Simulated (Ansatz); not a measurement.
# MoSi2: changing the pressure

The cell as given:

It takes space group I4/mmm (No. 139, tetragonal). Conventional cell: a = 3.200 Å, b = 3.200 Å, c = 7.861 Å, α = 90.00°, β = 90.00°, γ = 90.00°. Around Mo (site symmetry 4/mmm) lie 10 Si at 2.62 Å. Si (site symmetry 4mm) has 5 Si at 2.61 to 2.63 Å and 5 Mo at 2.62 Å as nearest neighbours.

Kept alike: task relaxation of cell and atoms; functional PBEsol; k mesh 12 × 12 × 12; occupations fermi-dirac, width 0.05 eV; no spin polarisation. Program: Ansatz, Ansatz PAW, cutoff 420 eV. The mesh is that of the run's cell of 3 atoms. No spin-orbit coupling.

```csv
"pressure, P (GPa)",volume (Å³/atom)
0,13.266
2,13.147
5,12.980
10,?
20,12.280
30,11.903
```

The relaxations keep at least the cell's symmetry (I4/mmm). For a metal such a mesh leaves the last digits unconverged. The runs follow the start's structure, whether or not it is the stable one at these pressures. All rows use potentials made for PBE.

Question: Fit the rows shown and predict the run at 10 GPa.

Answer: Murnaghan's form V = V0 (1 + B′P/B0)^(-1/B′) through the rows shown has V0 = 13.2653, B0 = 220.4 GPa and B′ = 4.07 (largest miss 0.0007); at P = 10 it gives 12.724 Å³/atom. The run gave: volume 12.725 Å³/atom.
